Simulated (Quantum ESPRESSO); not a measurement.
# BaS (Fm-3m) in Quantum ESPRESSO: further runs

The runs below take BaS through single point, equation of state, with LDA.

Program: Quantum ESPRESSO 7.5. These are calculated values, not measurements. Logs are shortened: lines on timing, memory, paths and dates and some standing lists are left out, and cuts for length are marked.

## (1) The structure

It takes space group Fm-3m (No. 225, cubic). Conventional cell: a = 6.388 Å, b = 6.388 Å, c = 6.388 Å, α = 90.00°, β = 90.00°, γ = 90.00°. Ba (site symmetry m-3m) has 6 S at 3.19 Å as nearest neighbours. Around S (site symmetry m-3m) lie 6 Ba at 3.19 Å.

## (2) Single point, LDA, 30.62 Å³/atom

Input file pw.in:

```
&CONTROL
  calculation = 'scf'
  prefix = 'pwscf'
  outdir = './tmp'
  pseudo_dir = './pseudo'
  tprnfor = .true.
  tstress = .true.
  disk_io = 'nowf'
/
&SYSTEM
  ibrav = 0
  nat = 2
  ntyp = 2
  ecutwfc = 54
  nbnd = 14
  occupations = 'smearing'
  smearing = 'fd'
  degauss = 0.00367493
/
&ELECTRONS
  conv_thr = 4d-10
  electron_maxstep = 120
  mixing_beta = 0.5
/
ATOMIC_SPECIES
Ba   137.3270 Ba.upf
S     32.0600 S.upf
CELL_PARAMETERS angstrom
   0.0000000000    3.1285531347    3.1285531347
   3.1285531347    0.0000000000    3.1285531347
   3.1285531347    3.1285531347    0.0000000000
ATOMIC_POSITIONS crystal
Ba     0.0000000000    0.0000000000    0.0000000000
S      0.5000000000    0.5000000000    0.5000000000
K_POINTS automatic
7 7 7 0 0 0
```

Potentials or basis: PseudoDojo 0.4.1 SR LDA standard.

On the command line:

```sh
$ OMP_NUM_THREADS=1 pw.x -in pw.in > pw.out
```

pw.out:

```text
This program is part of the open-source Quantum ESPRESSO suite
     for quantum simulation of materials; please cite
         "P. Giannozzi et al., J. Phys.:Condens. Matter 21 395502 (2009);
         "P. Giannozzi et al., J. Phys.:Condens. Matter 29 465901 (2017);
         "P. Giannozzi et al., J. Chem. Phys. 152 154105 (2020);
     in publications or presentations arising from this work. More details at

     Message from routine setup:
     using ibrav=0 with symmetry is DISCOURAGED, use correct ibrav instead

     G-vector sticks info
     --------------------
     sticks:   dense  smooth     PW     G-vecs:    dense   smooth      PW
     Sum        1039    1039    313                22219    22219    3527

     Using Slab Decomposition

     bravais-lattice index     =            0
     lattice parameter (alat)  =       8.3610  a.u.
     unit-cell volume          =     413.2922 (a.u.)^3
     number of atoms/cell      =            2
     number of atomic types    =            2
     number of electrons       =        16.00
     number of Kohn-Sham states=           14
     kinetic-energy cutoff     =      54.0000  Ry
     charge density cutoff     =     216.0000  Ry
     scf convergence threshold =      4.0E-10
     mixing beta               =       0.5000
     number of iterations used =            8  plain     mixing
     Exchange-correlation= SLA  PW   NOGX NOGC
                           (   1   4   0   0   0   0   0)

     celldm(1)=   8.360984  celldm(2)=   0.000000  celldm(3)=   0.000000
     celldm(4)=   0.000000  celldm(5)=   0.000000  celldm(6)=   0.000000

[... 8 lines left out ...]
               b(3) = (  0.707107  0.707107 -0.707107 )

     PseudoPot. # 1 for Ba read from file:
     Ba.upf
     Pseudo is Norm-conserving + core correction, Zval = 10.0
     Generated using ONCVPSP code by D. R. Hamann
     Using radial grid of 1912 points,  6 beta functions with:
                l(1) =   0
                l(2) =   0
                l(3) =   1
                l(4) =   1
                l(5) =   2
                l(6) =   2

     PseudoPot. # 2 for S  read from file:
     S.upf
     Pseudo is Norm-conserving + core correction, Zval =  6.0
     Generated using ONCVPSP code by D. R. Hamann
     Using radial grid of 1132 points,  6 beta functions with:
                l(1) =   0
                l(2) =   0
                l(3) =   1
                l(4) =   1
                l(5) =   2
                l(6) =   2

     atomic species   valence    mass     pseudopotential
     Ba               10.00   137.32700     Ba( 1.00)
     S                 6.00    32.06000     S ( 1.00)

     48 Sym. Ops., with inversion, found

   Cartesian axes

     site n.     atom                  positions (alat units)
         1        Ba     tau(   1) = (   0.0000000   0.0000000   0.0000000  )
         2        S      tau(   2) = (   0.7071068   0.7071068   0.7071068  )

     number of k points=    20  Fermi-Dirac smearing, width (Ry)=  0.0037
                       cart. coord. in units 2pi/alat
        k(    1) = (   0.0000000   0.0000000   0.0000000), wk =   0.0058309
        k(    2) = (   0.1010153   0.1010153  -0.1010153), wk =   0.0466472
        k(    3) = (   0.2020305   0.2020305  -0.2020305), wk =   0.0466472
        k(    4) = (   0.3030458   0.3030458  -0.3030458), wk =   0.0466472
        k(    5) = (   0.2020305  -0.0000000   0.0000000), wk =   0.0349854
        k(    6) = (   0.3030458   0.1010153  -0.1010153), wk =   0.1399417
[... 12 lines left out ...]
        k(   19) = (  -0.1010153  -0.5050763   0.7071068), wk =   0.1399417
        k(   20) = (   0.0000000  -0.4040610   0.6060915), wk =   0.1399417

     Dense  grid:    22219 G-vectors     FFT dimensions: (  40,  40,  40)

     Initial potential from superposition of free atoms

     starting charge      15.9858, renormalised to      16.0000
     Starting wfcs are    9 randomized atomic wfcs +    5 random wfcs

     Self-consistent Calculation

     iteration #  1     ecut=    54.00 Ry     beta= 0.50
     Davidson diagonalization with overlap
     ethr =  1.00E-02,  avg # of iterations =  7.3

     Threshold (ethr) on eigenvalues was too large:
     Diagonalizing with lowered threshold

     Davidson diagonalization with overlap
     ethr =  7.51E-04,  avg # of iterations =  2.2

     total energy              =     -78.73940479 Ry
     estimated scf accuracy    <       0.11952466 Ry

     iteration #  2     ecut=    54.00 Ry     beta= 0.50
     Davidson diagonalization with overlap
     ethr =  7.47E-04,  avg # of iterations =  2.0

     total energy              =     -78.76768270 Ry
     estimated scf accuracy    <       0.01402566 Ry

     iteration #  3     ecut=    54.00 Ry     beta= 0.50
     Davidson diagonalization with overlap
     ethr =  8.77E-05,  avg # of iterations =  3.3

     total energy              =     -78.76988913 Ry
     estimated scf accuracy    <       0.00152216 Ry

     iteration #  4     ecut=    54.00 Ry     beta= 0.50
     Davidson diagonalization with overlap
     ethr =  9.51E-06,  avg # of iterations =  3.0

     total energy              =     -78.76992807 Ry
     estimated scf accuracy    <       0.00001065 Ry

     iteration #  5     ecut=    54.00 Ry     beta= 0.50
     Davidson diagonalization with overlap
     ethr =  6.65E-08,  avg # of iterations =  3.2

     total energy              =     -78.76993182 Ry
     estimated scf accuracy    <       0.00000051 Ry

     iteration #  6     ecut=    54.00 Ry     beta= 0.50
     Davidson diagonalization with overlap
     ethr =  3.19E-09,  avg # of iterations =  2.0

     total energy              =     -78.76993188 Ry
     estimated scf accuracy    <          8.6E-09 Ry

     iteration #  7     ecut=    54.00 Ry     beta= 0.50
     Davidson diagonalization with overlap
     ethr =  5.37E-11,  avg # of iterations =  3.8

     total energy              =     -78.76993189 Ry
     estimated scf accuracy    <          4.2E-09 Ry

     iteration #  8     ecut=    54.00 Ry     beta= 0.50
     Davidson diagonalization with overlap
     ethr =  2.65E-11,  avg # of iterations =  2.0

     End of self-consistent calculation

          k = 0.0000 0.0000 0.0000 (  2733 PWs)   bands (ev):

   -19.6429  -4.6179  -4.6179  -4.6179  -4.1465   6.2537   6.2537   6.2537
     9.8898  10.0031  10.0031  10.0031  11.0548  11.0548

          k = 0.1010 0.1010-0.1010 (  2755 PWs)   bands (ev):

   -19.6314  -5.1512  -4.6270  -4.6270  -3.5973   5.6870   5.9539   5.9539
    10.0166  10.3275  10.3275  10.6957  11.6972  11.6972

          k = 0.2020 0.2020-0.2020 (  2764 PWs)   bands (ev):

   -19.6053  -5.7160  -4.6472  -4.6472  -2.9927   4.7777   5.4289   5.4289
    10.3798  11.2250  11.2250  12.1314  13.2278  13.2278

          k = 0.3030 0.3030-0.3030 (  2770 PWs)   bands (ev):

   -19.5842  -6.0331  -4.6630  -4.6630  -2.6385   4.2054   5.0933   5.0933
    11.3004  12.3961  12.4224  12.4224  14.8706  14.8706

          k = 0.2020-0.0000 0.0000 (  2758 PWs)   bands (ev):

   -19.6276  -5.1622  -4.6655  -4.6655  -3.5446   5.3013   6.1564   6.1564
     9.4627  10.4478  10.7557  10.7557  11.2445  12.6668

          k = 0.3030 0.1010-0.1010 (  2770 PWs)   bands (ev):

   -19.6066  -5.5396  -4.7040  -4.6884  -3.1931   4.8324   5.7465   5.8600
     9.4263  11.2940  11.6204  11.6469  12.0540  14.1313

          k = 0.4041 0.2020-0.2020 (  2775 PWs)   bands (ev):

   -19.5839  -5.8641  -4.7311  -4.7138  -2.8918   4.5488   5.2643   5.4073
    10.1150  12.3473  12.5850  12.7523  13.5896  14.8045

          k =-0.2020-0.4041 0.4041 (  2771 PWs)   bands (ev):

   -19.5768  -5.9615  -4.7802  -4.6879  -2.7704   4.3813   5.1329   5.2849
    11.2720  11.5621  12.5031  13.3636  14.7330  15.4688

          k =-0.1010-0.3030 0.3030 (  2768 PWs)   bands (ev):

   -19.5908  -5.8061  -4.7850  -4.6452  -2.8884   4.5246   5.1634   5.6624
    10.4678  11.3343  11.9290  12.5723  13.4316  14.8368

          k =-0.0000-0.2020 0.2020 (  2766 PWs)   bands (ev):

   -19.6151  -5.4718  -4.7187  -4.6179  -3.2306   5.0455   5.4917   6.0230
    10.0204  10.5286  10.9577  11.4048  12.4860  13.0827

          k = 0.4041-0.0000 0.0000 (  2786 PWs)   bands (ev):

   -19.5937  -5.4580  -4.7711  -4.7711  -3.4011   4.8976   6.0951   6.0951
     8.6372  11.2680  11.7369  12.5253  12.5253  15.2054

          k = 0.5051 0.1010-0.1010 (  2764 PWs)   bands (ev):

   -19.5763  -5.5417  -4.8615  -4.7990  -3.4253   5.1458   5.7699   5.8887
     8.7915  12.1913  12.5451  13.2381  13.3706  15.0971

          k =-0.1010-0.5051 0.5051 (  2774 PWs)   bands (ev):

   -19.5674  -5.6458  -5.0101  -4.7679  -3.2075   5.0117   5.4882   5.6213
     9.7542  12.0429  13.0098  13.3403  14.0961  14.6658

          k = 0.0000-0.4041 0.4041 (  2774 PWs)   bands (ev):

   -19.5739  -5.7584  -4.9784  -4.6998  -2.9689   4.6052   5.1954   5.7695
    11.0577  11.1980  11.9999  12.4733  14.8959  15.5953

          k = 0.6061-0.0000 0.0000 (  2774 PWs)   bands (ev):

   -19.5670  -5.3171  -4.8543  -4.8543  -3.9226   5.6317   6.1495   6.1495
     8.1517  12.2330  12.2741  13.9287  13.9287  14.5404

          k =-0.0000-0.6061 0.6061 (  2784 PWs)   bands (ev):

   -19.5630  -5.2123  -5.1568  -4.8409  -3.7416   5.7678   5.8054   5.9421
     8.5638  12.8427  12.9377  13.1176  13.7309  14.0244

          k = 0.4041 0.2020 0.0000 (  2764 PWs)   bands (ev):

   -19.5874  -5.6625  -4.8361  -4.7085  -3.1132   4.7534   5.4082   5.9119
     9.4767  11.6246  12.2059  12.7233  13.0756  14.8924

          k =-0.2020-0.4041 0.6061 (  2764 PWs)   bands (ev):

   -19.5719  -5.7451  -4.9092  -4.7738  -3.0501   4.7519   5.3281   5.6459
    10.2407  11.5090  12.8830  13.0442  14.3549  15.4582

          k =-0.1010-0.5051 0.7071 (  2761 PWs)   bands (ev):

   -19.5658  -5.4233  -4.9790  -4.9282  -3.4789   5.3471   5.6577   5.9302
     9.0535  12.1628  12.5779  13.6864  13.8769  14.5353

          k = 0.0000-0.4041 0.6061 (  2772 PWs)   bands (ev):

   -19.5638  -5.4769  -5.0888  -4.9016  -3.2758   5.0075   5.6701   5.7831
    10.0626  11.0413  12.9204  13.5185  13.7198  15.7868

     the Fermi energy is     7.2150 ev

!    total energy              =     -78.76993189 Ry
     estimated scf accuracy    <          1.2E-10 Ry
     smearing contrib. (-TS)   =      -0.00000000 Ry
     internal energy E=F+TS    =     -78.76993189 Ry

     The total energy is F=E-TS. E is the sum of the following terms:
     one-electron contribution =      -3.85964083 Ry
     hartree contribution      =       8.66010858 Ry
     xc contribution           =     -19.77681593 Ry
     ewald contribution        =     -63.79358371 Ry

     convergence has been achieved in   8 iterations

     Forces acting on atoms (cartesian axes, Ry/au):

     atom    1 type  1   force =    -0.00000000    0.00000000    0.00000000
     atom    2 type  2   force =     0.00000000   -0.00000000    0.00000000

     Total force =     0.000000     Total SCF correction =     0.000000

     Computing stress (Cartesian axis) and pressure

          total   stress  (Ry/bohr**3)                   (kbar)     P=        6.91
   0.00004698   0.00000000   0.00000000            6.91        0.00        0.00
   0.00000000   0.00004698  -0.00000000            0.00        6.91       -0.00
  -0.00000000  -0.00000000   0.00004698           -0.00       -0.00        6.91

=------------------------------------------------------------------------------=
   JOB DONE.
=------------------------------------------------------------------------------=
```

Run time: 11 s. Hardware: 1 thread of Arm Neoverse V1, shared host; peak memory 0.06 GiB.

What came out:

| Item | Value |
| --- | --- |
| Free energy | -1071.7195 eV |
| Pressure | 0.7 GPa |
| Band gap on the k mesh | 1.90 eV, indirect (least direct gap 2.00 eV) |

Caveat: this release of the barium file is off; spin-orbit coupling is left out, which moves the levels of the heavy elements; an odd mesh through Γ misses points on the zone boundary, where band edges often lie.

## (3) Single point, LDA, 31.27 Å³/atom

pw.in, as its differences from that of step 2:

```diff
@@ -28,5 +28,5 @@
 CELL_PARAMETERS angstrom
-   0.0000000000    3.1285531347    3.1285531347
-   3.1285531347    0.0000000000    3.1285531347
-   3.1285531347    3.1285531347    0.0000000000
+   0.0000000000    3.1505859250    3.1505859250
+   3.1505859250    0.0000000000    3.1505859250
+   3.1505859250    3.1505859250    0.0000000000
 ATOMIC_POSITIONS crystal
```

Potentials or basis: PseudoDojo 0.4.1 SR LDA standard.

On the command line:

```sh
$ OMP_NUM_THREADS=1 pw.x -in pw.in > pw.out
```

Run time: 11 s. Hardware: 1 thread of Arm Neoverse V1, shared host; peak memory 0.06 GiB.

Results (log left out):

```yaml
Free_energy: -1071.7207 eV
Pressure: -0.4 GPa
Band_gap_on_the_k_mesh: 1.94 eV, indirect (least direct gap 2.06 eV)
```

Caveat: this release of the barium file is off; spin-orbit coupling is left out, which moves the levels of the heavy elements; an odd mesh through Γ misses points on the zone boundary, where band edges often lie.

## (4) Single point, LDA, 31.92 Å³/atom

pw.in, as its differences from that of step 3:

```diff
@@ -28,5 +28,5 @@
 CELL_PARAMETERS angstrom
-   0.0000000000    3.1505859250    3.1505859250
-   3.1505859250    0.0000000000    3.1505859250
-   3.1505859250    3.1505859250    0.0000000000
+   0.0000000000    3.1723147904    3.1723147904
+   3.1723147904    0.0000000000    3.1723147904
+   3.1723147904    3.1723147904    0.0000000000
 ATOMIC_POSITIONS crystal
```

On the command line:

```sh
$ OMP_NUM_THREADS=1 pw.x -in pw.in > pw.out
```

Run time: 11 s. Hardware: 1 thread of Arm Neoverse V1, shared host; peak memory 0.06 GiB.

Results (log left out):

```
Free energy            : -1071.7137 eV
Pressure               : -1.3 GPa
Band gap on the k mesh : 1.97 eV, indirect (least direct gap 2.10 eV)
```

Caveat: this release of the barium file is off; spin-orbit coupling is left out, which moves the levels of the heavy elements; an odd mesh through Γ misses points on the zone boundary, where band edges often lie.

## (5) Single point, LDA, 32.58 Å³/atom

pw.in, as its differences from that of step 4:

```diff
@@ -28,5 +28,5 @@
 CELL_PARAMETERS angstrom
-   0.0000000000    3.1723147904    3.1723147904
-   3.1723147904    0.0000000000    3.1723147904
-   3.1723147904    3.1723147904    0.0000000000
+   0.0000000000    3.1937500000    3.1937500000
+   3.1937500000    0.0000000000    3.1937500000
+   3.1937500000    3.1937500000    0.0000000000
 ATOMIC_POSITIONS crystal
```

On the command line:

```sh
$ OMP_NUM_THREADS=1 pw.x -in pw.in > pw.out
```

Run time: 11 s. Hardware: 1 thread of Arm Neoverse V1, shared host; peak memory 0.06 GiB.

The run converged. Its results:

```yaml
Free_energy: -1071.6992 eV
Pressure: -2.2 GPa
Band_gap_on_the_k_mesh: 2.01 eV, indirect (least direct gap 2.15 eV)
```

Caveat: this release of the barium file is off; spin-orbit coupling is left out, which moves the levels of the heavy elements; an odd mesh through Γ misses points on the zone boundary, where band edges often lie.

## (6) Single point, LDA, 33.23 Å³/atom

pw.in, as its differences from that of step 5:

```diff
@@ -28,5 +28,5 @@
 CELL_PARAMETERS angstrom
-   0.0000000000    3.1937500000    3.1937500000
-   3.1937500000    0.0000000000    3.1937500000
-   3.1937500000    3.1937500000    0.0000000000
+   0.0000000000    3.2149012787    3.2149012787
+   3.2149012787    0.0000000000    3.2149012787
+   3.2149012787    3.2149012787    0.0000000000
 ATOMIC_POSITIONS crystal
```

Potentials or basis: PseudoDojo 0.4.1 SR LDA standard.

On the command line:

```sh
$ OMP_NUM_THREADS=1 pw.x -in pw.in > pw.out
```

Wall time 16 s (1 thread of Arm Neoverse V1, shared host); peak memory 0.06 GiB.

Results (log left out):

```yaml
Free_energy: -1071.6783 eV
Pressure: -3.0 GPa
Band_gap_on_the_k_mesh: 2.04 eV, indirect (least direct gap 2.19 eV)
```

Caveat: this release of the barium file is off; spin-orbit coupling is left out, which moves the levels of the heavy elements; an odd mesh through Γ misses points on the zone boundary, where band edges often lie.

## (7) Single point, LDA, 33.88 Å³/atom

pw.in, as its differences from that of step 6:

```diff
@@ -28,5 +28,5 @@
 CELL_PARAMETERS angstrom
-   0.0000000000    3.2149012787    3.2149012787
-   3.2149012787    0.0000000000    3.2149012787
-   3.2149012787    3.2149012787    0.0000000000
+   0.0000000000    3.2357778460    3.2357778460
+   3.2357778460    0.0000000000    3.2357778460
+   3.2357778460    3.2357778460    0.0000000000
 ATOMIC_POSITIONS crystal
```

On the command line:

```sh
$ OMP_NUM_THREADS=1 pw.x -in pw.in > pw.out
```

It took 18 s on 1 thread of Arm Neoverse V1, shared host; peak memory 0.06 GiB.

The run converged. Its results:

```
Free energy            : -1071.6514 eV
Pressure               : -3.6 GPa
Band gap on the k mesh : 2.07 eV, indirect (least direct gap 2.23 eV)
```

Caveat: this release of the barium file is off; spin-orbit coupling is left out, which moves the levels of the heavy elements; an odd mesh through Γ misses points on the zone boundary, where band edges often lie.

## (8) Single point, LDA, 34.53 Å³/atom

pw.in, as its differences from that of step 7:

```diff
@@ -28,5 +28,5 @@
 CELL_PARAMETERS angstrom
-   0.0000000000    3.2357778460    3.2357778460
-   3.2357778460    0.0000000000    3.2357778460
-   3.2357778460    3.2357778460    0.0000000000
+   0.0000000000    3.2563884516    3.2563884516
+   3.2563884516    0.0000000000    3.2563884516
+   3.2563884516    3.2563884516    0.0000000000
 ATOMIC_POSITIONS crystal
```

On the command line:

```sh
$ OMP_NUM_THREADS=1 pw.x -in pw.in > pw.out
```

It took 18 s on 1 thread of Arm Neoverse V1, shared host; peak memory 0.06 GiB.

Results (log left out):

| Property | Result |
| --- | --- |
| Free energy | -1071.6194 eV |
| Pressure | -4.2 GPa |
| Band gap on the k mesh | 2.09 eV, indirect (least direct gap 2.26 eV) |

Caveat: this release of the barium file is off; spin-orbit coupling is left out, which moves the levels of the heavy elements; an odd mesh through Γ misses points on the zone boundary, where band edges often lie.

## (9) Equation of state, LDA

Potentials or basis: PseudoDojo 0.4.1 SR LDA standard.

No new run: the results of the series are fitted here.

Results:

```yaml
Equilibrium_volume: 31.03 Å³/atom
Bulk_modulus: 50 GPa
Pressure_derivative_of_the_bulk_modulus: 4.5
```

Energy against volume, from the lowest point:
```csv
volume (Å³/atom),energy (meV/atom)
30.622,0.60
31.273,0.00
31.925,3.53
32.576,10.74
33.228,21.23
33.879,34.64
34.531,50.65
```

Caveat: this release of the barium file is off.
